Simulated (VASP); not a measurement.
# Tl (P6_3/mmc) in VASP: single point with PBEsol

Aim: the single point of Tl with PBEsol.

Everything below comes from runs of VASP 6.6.1. Logs are shortened: lines on timing, memory, paths and dates and some standing lists are left out, and cuts for length are marked.

## Step 1: Starting point

Symmetry: P6_3/mmc, No. 194, hexagonal system. Conventional cell: a = 3.509 Å, b = 3.509 Å, c = 11.266 Å, α = 90.00°, β = 90.00°, γ = 120.00°. Around Tl (site symmetry -3m) lie 12 Tl at 3.47 to 3.51 Å. Tl (site symmetry -6m2) has 12 Tl at 3.47 to 3.51 Å as nearest neighbours.

## Step 2: Single point, PBEsol

The input, INCAR:

```
ALGO = Normal
EDIFF = 1E-7
ENCUT = 520
GGA = PS
ISIF = 2
ISMEAR = -1
LASPH = True
LCHARG = False
LREAL = False
LWAVE = False
NBANDS = 34
NELM = 100
PREC = Accurate
SIGMA = 0.01
```

The input, KPOINTS:

```
k-points
0
Gamma
  4 4 2
```

The input, POSCAR:

```
Tl
1.0
    3.5086380000      0.0000000000      0.0000000000
   -1.7543190000      3.0385690000      0.0000000000
    0.0000000000      0.0000000000     11.2656050000
Tl
4
Direct
    0.0000000000      0.0000000000      0.0000000000
    0.3333333333      0.6666666667      0.2500000000
    0.0000000000      0.0000000000      0.5000000000
    0.6666666667      0.3333333333      0.7500000000
```

Potentials or basis: VASP PAW PBE potentials, release 64 (Tl_d).

On the command line:

```sh
cat potpaw_PBE.64/Tl_d/POTCAR > POTCAR
mpirun -np 1 vasp_std > vasp.out
```

OUTCAR:

```text
EDIFF = 1E-7
   ENCUT = 520
   GGA = PS
   ISIF = 2
   ISMEAR = -1
   LASPH = True
   LREAL = False
   NELM = 100
   PREC = Accurate

 ion  position               nearest neighbor table
   1  0.000  0.000  0.000-   2 3.47   4 3.47   4 3.47   2 3.47   4 3.47   2 3.47
   2  0.333  0.667  0.250-   1 3.47   3 3.47   1 3.47   3 3.47   1 3.47   3 3.47
   3  0.000  0.000  0.500-   2 3.47   4 3.47   4 3.47   2 3.47   4 3.47   2 3.47
   4  0.667  0.333  0.750-   1 3.47   3 3.47   1 3.47   3 3.47   1 3.47   3 3.47

  LATTYP: Found a hexagonal cell.
 ALAT       =     3.5086380000
 C/A-ratio  =     3.2108199820

  Lattice vectors:

 A1 = (   3.5086380000,   0.0000000000,   0.0000000000)
 A2 = (  -1.7543190000,   3.0385690000,   0.0000000000)
 A3 = (   0.0000000000,   0.0000000000,  11.2656050000)

Analysis of symmetry for initial positions (statically):
=====================================================================
 Subroutine PRICEL returns:
 Original cell was already a primitive cell.

 Routine SETGRP: Setting up the symmetry group for a
 hexagonal supercell.

 Subroutine GETGRP returns: Found 24 space group operations
 (whereof 12 operations were pure point group operations)
 out of a pool of 24 trial point group operations.

The static configuration has the point symmetry D_3d.
 The point group associated with its full space group is D_6h.

Analysis of symmetry for dynamics (positions and initial velocities):
=====================================================================
 Subroutine PRICEL returns:
 Original cell was already a primitive cell.

 Routine SETGRP: Setting up the symmetry group for a
 hexagonal supercell.

 Subroutine GETGRP returns: Found 24 space group operations
 (whereof 12 operations were pure point group operations)
 out of a pool of 24 trial point group operations.

The dynamic configuration has the point symmetry D_3d.
 The point group associated with its full space group is D_6h.

 Subroutine INISYM returns: Found 24 space group operations
 (whereof 12 operations are pure point group operations),
 and found     1 'primitive' translations

----------------------------------------------------------------------------------------

                                     Primitive cell

  volume of cell :     120.1053
[... 72 lines left out ...]
   LSORBIT =      F    spin-orbit coupling
   LASPH  =      T    aspherical Exc in radial PAW
   ENCUT  =  520.0 eV  38.22 Ry    6.18 a.u.   6.52  6.52 20.95*2*pi/ulx,y,z
   NELM   =    100;   NELMIN=  2; NELMDL= -5     # of ELM steps
   EDIFF  = 0.1E-06   stopping-criterion for ELM
   LREAL  =      F    real-space projection
   EDIFFG = 0.1E-05   stopping-criterion for IOM
   NSW    =      0    number of steps for IOM
   IBRION =     -1    ionic relax: 0-MD 1-quasi-New 2-CG
   NFREE  =      0    steps in history (QN), initial steepest desc. (CG)
   ISIF   =      2    stress and relaxation
   ISYM   =      2    0-nonsym 1-usesym 2-fastsym
   POTIM  = 0.5000    time-step for ionic-motion
   TEBEG  =    0.0;   TEEND  =   0.0 temperature during run
   PSTRESS=    0.0 pullay stress
   NELECT =      52.0000    total number of electrons
   NUPDOWN=      -1.0000    fix difference up-down
   EMIN   =  10.00;   EMAX   =-10.00  energy-range for DOS
   EFERMI =   0.00;   METHOD = LEGACY
   ISMEAR =    -1;   SIGMA  =   0.01  broadening in eV -4-tet -1-fermi 0-gaus
   EFERMI_NEDOS =   21; number of points for ismear=-14 and -15
   IALGO  =     38    algorithm
   IMIX   =      4    mixing-type and parameters
     AMIX     =   0.40;   BMIX     =  1.00
     AMIX_MAG =   1.60;   BMIX_MAG =  1.00
  volume/ion in A,a.u.               =      30.03       202.63
  Fermi-wavevector in a.u.,A,eV,Ry     =   1.238479  2.340385 20.869018  1.533830
  Thomas-Fermi vector in A             =   2.373002
   LORBIT       =      0    0 simple, 1 ext, 2 COOP (PROOUT), +10 PAW based schemes
   GGA     = PS    functional components
   LHFCALC =     F    Hartree Fock is set to
   AEXX    =    0.0000 exact exchange contribution
   IVDW    =     0    specifies the selected vdW correction
   LEPSILON=     F    determine dielectric tensor
   LRPA    =     F    only Hartree local field effects (RPA)
 non-spin polarized calculation
  energy-cutoff  :      520.00
  volume of cell :      120.11
 maximum number of plane-waves:      3294
 NGX is ok and might be reduce to    28
   NGX = 13   NGY = 13   NGZ = 41

 number of electron      52.0000014 magnetization

 Free energy of the ion-electron system (eV)
  ---------------------------------------------------
  ext. energy  EPLUGINS =         0.00000000
  ---------------------------------------------------
  free energy    TOTEN  =       -10.20893929 eV

  energy without entropy =      -10.20556004  energy(sigma->0) =      -10.20724967

 E-fermi :   5.9154     XC(G=0): -10.1210

 val. band max:        5.8993554333   @ k =   0.2500   0.2500   0.5000
 cond. band min:       6.0592168463   @ k =   0.2500   0.2500   0.0000
 fundamental gap:      0.1598614130
 Fermi energy:         5.9154497886

 k-point     1 :       0.0000    0.0000    0.0000
  band No.  band energies     occupation
      1      -5.7593      2.00000
      2      -5.6487      2.00000
      3      -5.6441      2.00000
      4      -5.5836      2.00000
      5      -5.5836      2.00000
      6      -5.5762      2.00000
[... 285 lines left out ...]
     33       9.5639      0.00000
     34       9.5639      0.00000

------------------------ aborting loop because EDIFF is reached ----------------------------------------

  FORCE on cell =-STRESS in cart. coord.  units (eV):
  Direction    XX          YY          ZZ          XY          YZ          ZX
  --------------------------------------------------------------------------------------
  -------------------------------------------------------------------------------------
  Total        0.0260192      0.0260192     -2.4773773      0.0000000      0.0000000      0.0000000
  in kB        0.3470899      0.3470898    -33.0476477      0.0000000      0.0000000      0.0000000
  external PRESSURE =     -10.7844893 kB  Pullay stress =       0.0000000 kB

 VOLUME and BASIS-vectors are now :
 -----------------------------------------------------------------------------
  energy-cutoff  :      520.00
  volume of cell :      120.11
      direct lattice vectors                 reciprocal lattice vectors
     3.508638000  0.000000000  0.000000000     0.285010879  0.164551142  0.000000000
    -1.754319000  3.038569000  0.000000000     0.000000000  0.329102285  0.000000000
     0.000000000  0.000000000 11.265605000     0.000000000  0.000000000  0.088765761

 POSITION                                       TOTAL-FORCE (eV/Angst)
 -----------------------------------------------------------------------------------
      0.00000      0.00000      0.00000         0.000000      0.000000     -0.000000
     -0.00000      2.02571      2.81640         0.000000     -0.000000      0.000000
      0.00000      0.00000      5.63280        -0.000000      0.000000     -0.000000
      1.75432      1.01286      8.44920        -0.000000      0.000000     -0.000000
 -----------------------------------------------------------------------------------
    total drift:                                0.000000     -0.000000      0.000000

  FREE ENERGIE OF THE ION-ELECTRON SYSTEM (eV)
  ---------------------------------------------------
  free  energy   TOTEN  =       -10.2089392932 eV

  energy  without entropy=      -10.2055600415  energy(sigma->0) =      -10.20724967
```

stdout:

```text
POSCAR found type information on POSCAR Tl
 POSCAR found :  1 types and       4 ions
 scaLAPACK will be used
 -----------------------------------------------------------------------------
|                                                                             |
|                                                                             |
|     You enforced a specific xc type in the INCAR file but a different       |
|     I HOPE YOU KNOW WHAT YOU ARE DOING!                                     |
|                                                                             |
 -----------------------------------------------------------------------------

 LDA part: xc-table for (Slater+PW92), standard interpolation
 POSCAR, INCAR and KPOINTS ok, starting setup
 FFT: planning ... GRIDC
 FFT: planning ... GRID_SOFT
 FFT: planning ... GRID
 WAVECAR not read
 entering main loop
```

Run time: 16 s. Hardware: 1 thread of Intel Xeon 6975P-C (Granite Rapids), shared host; peak memory 0.23 GiB.

Results:

```
Free energy            : -10.2089 eV
Pressure               : -1.1 GPa
Band gap on the k mesh : none (metal or under the smearing width)
```

Stress tensor (GPa, compression positive):
```
 0.03  0.00  0.00
 0.00  0.03  0.00
 0.00  0.00 -3.30
```

Caveat: the k mesh is coarse (spacing up to 0.52 Å⁻¹), so the values aren't converged; the PAW data sets were made with another functional, which shifts forces and pressure a little.
